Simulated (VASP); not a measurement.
Wanted: the native input for a VASP 6.6.1 run.

| Quantity | Value |
| --- | --- |
| Task | single point |
| Functional | PBEsol |
| Potentials or basis | VASP PAW PBE potentials, release 64 (Pb_d) |
| Cutoff | 320 eV |
| k mesh | 5 × 5 × 5 |
| Occupations | fermi-dirac, width 0.05 eV |
| Spin | no spin polarisation |
| Further INCAR settings | ALGO = Normal; EDIFF = 1e-06; NBANDS = 246 |

The structure of Pb lies in POSCAR:

```
Pb
1.0
    9.8600000000      0.0000000000      0.0000000000
    0.0000000000      9.8600000000      0.0000000000
    0.0000000000      0.0000000000      9.8600000000
Pb
32
Direct
    0.0000000000      0.0000000000      0.0000000000
    0.0000000000      0.0000000000      0.5000000000
    0.0000000000      0.5000000000      0.0000000000
    0.0000000000      0.5000000000      0.5000000000
    0.5000000000      0.0000000000      0.0000000000
    0.5000000000      0.0000000000      0.5000000000
    0.5000000000      0.5000000000      0.0000000000
    0.5000000000      0.5000000000      0.5000000000
    0.0000000000      0.2500000000      0.2500000000
    0.0000000000      0.2500000000      0.7500000000
    0.0000000000      0.7500000000      0.2500000000
    0.0000000000      0.7500000000      0.7500000000
    0.5000000000      0.2500000000      0.2500000000
    0.5000000000      0.2500000000      0.7500000000
    0.5000000000      0.7500000000      0.2500000000
    0.5000000000      0.7500000000      0.7500000000
    0.2500000000      0.0000000000      0.2500000000
    0.2500000000      0.0000000000      0.7500000000
    0.2500000000      0.5000000000      0.2500000000
    0.2500000000      0.5000000000      0.7500000000
    0.7500000000      0.0000000000      0.2500000000
    0.7500000000      0.0000000000      0.7500000000
    0.7500000000      0.5000000000      0.2500000000
    0.7500000000      0.5000000000      0.7500000000
    0.2500000000      0.2500000000      0.0000000000
    0.2500000000      0.2500000000      0.5000000000
    0.2500000000      0.7500000000      0.0000000000
    0.2500000000      0.7500000000      0.5000000000
    0.7500000000      0.2500000000      0.0000000000
    0.7500000000      0.2500000000      0.5000000000
    0.7500000000      0.7500000000      0.0000000000
    0.7500000000      0.7500000000      0.5000000000
```

The cell was built by a generator and needn't be a form met in nature.

These files were run (other wordings do the same):

INCAR

```
PREC = Accurate
ENCUT = 320
EDIFF = 1E-6
ISMEAR = -1
SIGMA = 0.05
LREAL = F
LASPH = T
NELM = 100
ALGO = Normal
ISIF = 2
LWAVE = F
LCHARG = F
GGA = PS
NBANDS = 246
```

KPOINTS

```
Automatic mesh
0
Gamma
  5 5 5
```

Potentials or basis: VASP PAW PBE potentials, release 64 (Pb_d).

Run with:

```bash
$ cat potpaw_PBE.64/Pb_d/POTCAR > POTCAR
$ mpirun -np 1 vasp_std > vasp.out
```

Results of the run:

```yaml
Pressure: -0.7 GPa
Band_gap_on_the_k_mesh: none (metal or under the smearing width)
```

Caveat: the PAW data sets were made with another functional, which shifts forces and pressure a little.

It took 40 min on 1 thread of Intel(R) Xeon(R) Platinum 8559C (Emerald Rapids), on a shared host, peak memory 0.94 GiB.
